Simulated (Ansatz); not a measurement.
# BN

```yaml
crystal:
  lattice:
    - [0.00000, 1.80750, 1.80750]
    - [1.80750, 0.00000, 1.80750]
    - [1.80750, 1.80750, 0.00000]
  atoms:
    - { symbol: B, position: [0.00000, 0.00000, 0.00000] }
    - { symbol: N, position: [0.75000, 0.75000, 0.75000] }
```

Atoms are numbered in the order listed.

The conventional cell has a = 3.615 Å, b = 3.615 Å, c = 3.615 Å, α = 90.00°, β = 90.00°, γ = 90.00°. B (atom 1) has 4 N at 1.57 Å as nearest neighbours. N (atom 2) is surrounded by 4 B at 1.57 Å.

The cell is COD entry 9008834, as deposited and not checked against the literature; nothing was relaxed.

Levels of theory: DFT, PBE, all-electron LAPW, scalar-relativistic (Ansatz 0.2.0); DFT, PBE, PAW with Ansatz's default frozen-core files, scalar-relativistic (Ansatz 0.2.0).

For LAPW: a Γ-centred 13×13×13 k mesh, Fermi–Dirac smearing of 0.03 eV, basis error target 1 meV/atom, no spin polarisation. PAW takes a cutoff of 420 eV at this cell. The Ansatz runs share mesh, smearing and spin set-up. Values come from LAPW unless marked.

```json
{"Pressure at this cell": "3.03 GPa", "Bader charges (from the PAW run)": "B1 +2.16, N2 -2.16 e", "Volume per atom": "5.91 Å³"}
```

Give the computed value. Band gap.

4.47 eV, indirect from Γ to X (-0.5, -0.5, 0).

Give the computed value. Smallest direct gap on the path.

8.83 eV.

Predict this quantity. Löwdin charges (with 0.03 e of the cell spilling out of the atomic basis, so their sizes and signs hang on that basis).

B1 0.35, N2 -0.32 e.
